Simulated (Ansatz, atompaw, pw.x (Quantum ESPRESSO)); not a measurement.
**From atom to crystal: PAW (atompaw) potential for B**

| Property | Result |
| --- | --- |
| Element | B |
| Generator | atompaw 4.2.0.5 |
| Type | PAW |
| Functional | PBE |
| Relativity | scalar-relativistic |
| Frozen core | [He] |
| Valence charge | 3 |
| Reference configuration | 2s2 2p1 |
| Partial waves | 2s (bound): rc 2.35 bohr; 2s channel at 1.75 Ry: rc 1.55 bohr; 2p (bound): rc 2.35 bohr; 2p channel at 0.9 Ry: rc 2.35 bohr; 3d channel at 0.5 Ry: rc 1.85 bohr |
| Local potential | bessel scheme, radius 2.05 bohr |
| Core correction | smooth core density matched at 1.90 bohr |
| Augmentation charge | gaussian compensation charge, radius 2.05 bohr; PAW radius 2.35 bohr; waves and projectors: custom polynom vanderbiltortho |

Atomic tests: cutoffs needed: 8 Ry and 12 Ry (the cutoffs (Ry, on a coarse ladder) from which the occupation-weighted sum of valence levels, in a spherical-Bessel basis at the reference potential, stays within 10 and 1 mRy of its value at 400 Ry); ghost test: no extra level below or beside the all-electron valence levels (s, p, d, f tested) (spherical-Bessel basis up to 400 Ry, 20 bohr box); lowest eigenvalue of the overlap operator: 0.75 (s channel).

Crystal test: fcc B in pw.x 7.5, no spin, 18³ k-points, Fermi–Dirac smearing 0.01 Ry, cutoffs 40/400 Ry. The reference is all-electron LAPW (Ansatz 0.2.0) with the same functional, mesh and smearing; V0 and B0 come from Birch–Murnaghan fits to the pressures at five volumes. Errors are pseudo minus all-electron; Δ is the rms difference of the E(V) curves that follow from these fits, minima aligned, over ±6 % about the mean V0. Mesh and smearing are coarse, so the numbers serve the comparison and aren't converged zero-temperature values; the lattice is a test structure that the element need not adopt.

All-electron: a0 = 2.867 Å (V0 = 5.89 Å³/atom), B0 = 270.8 GPa.

Question: How far does the potential miss the all-electron equation of state?

Answer: mean pressure error (GPa): +3.70; a0 (Å): 2.879; a0 error (%): +0.44; B0 error (%): +0.2; Δ (meV/atom): 4.7. The largest radius (2.35 bohr) exceeds half the bond length (1.92 bohr), so the spheres overlap, which is one possible source of error among others.

```tsv
V (Å³/atom)	P all-electron (GPa)	P pseudo (GPa)
5.603	14.83	19.33
5.751	6.76	10.81
5.898	-0.40	3.26
6.045	-6.74	-3.43
6.193	-12.37	-9.36
```

Question: At the middle volume, how do free energy and pressure move when the wave cutoff is lowered (ecutrho held at 400 Ry)?

Answer:

| cutoff (Ry) | shift of F (meV/atom) | shift of P (GPa) |
| --- | --- | --- |
| 18 | +4.1 | -0.12 |
| 24 | +0.6 | -0.06 |
| 32 | +0.2 | +0.02 |

Input at the middle volume:

```
&control
  calculation='scf', prefix='x', pseudo_dir='./', outdir='./tmp', tstress=.true., disk_io='none'
/
&system
  ibrav=0, nat=1, ntyp=1, ecutwfc=40, ecutrho=400, nbnd=8,
  occupations='smearing', smearing='fd', degauss=0.01
/
&electrons
  conv_thr=1e-09, mixing_beta=0.4, electron_maxstep=70
/
ATOMIC_SPECIES
B 1.0 B.UPF
CELL_PARAMETERS angstrom
  0.00000000 1.43403007 1.43403007
  1.43403007 0.00000000 1.43403007
  1.43403007 1.43403007 0.00000000
ATOMIC_POSITIONS crystal
B 0.0000 0.0000 0.0000
K_POINTS automatic
18 18 18 0 0 0
```

```bash
pw.x < B.scf.in > B.scf.out
```

Lines of the output:

```
Message from routine setup:
     using ibrav=0 with symmetry is DISCOURAGED, use correct ibrav instead
     lattice parameter (alat)  =       3.8324  a.u.
     unit-cell volume          =      39.8017 (a.u.)^3
     number of electrons       =         3.00
     number of Kohn-Sham states=            8
     kinetic-energy cutoff     =      40.0000  Ry
     charge density cutoff     =     400.0000  Ry
     scf convergence threshold =      1.0E-09
     Exchange-correlation= SLA PW PBX PBC
     number of k points=   195  Fermi-Dirac smearing, width (Ry)=  0.0100
     iteration #  1     ecut=    40.00 Ry     beta= 0.40
     total energy              =     -11.35530528 Ry
     estimated scf accuracy    <       0.00246480 Ry
     iteration #  2     ecut=    40.00 Ry     beta= 0.40
     total energy              =     -11.35701683 Ry
     estimated scf accuracy    <       0.00088845 Ry
     iteration #  3     ecut=    40.00 Ry     beta= 0.40
     total energy              =     -11.35702981 Ry
     estimated scf accuracy    <       0.00000027 Ry
     iteration #  4     ecut=    40.00 Ry     beta= 0.40
     total energy              =     -11.35702991 Ry
     estimated scf accuracy    <       0.00000004 Ry
     iteration #  5     ecut=    40.00 Ry     beta= 0.40
     the Fermi energy is    14.3278 ev
!    total energy              =     -11.35702991 Ry
     estimated scf accuracy    <          4.0E-10 Ry
     smearing contrib. (-TS)   =      -0.00099506 Ry
     convergence has been achieved in   5 iterations
          total   stress  (Ry/bohr**3)                   (kbar)     P=       32.56
     Message from routine punch:
     Nothing written, as per user request (disk_io='none')
```

The 8 pw.x runs together took about 20 s on one core of a shared server CPU.
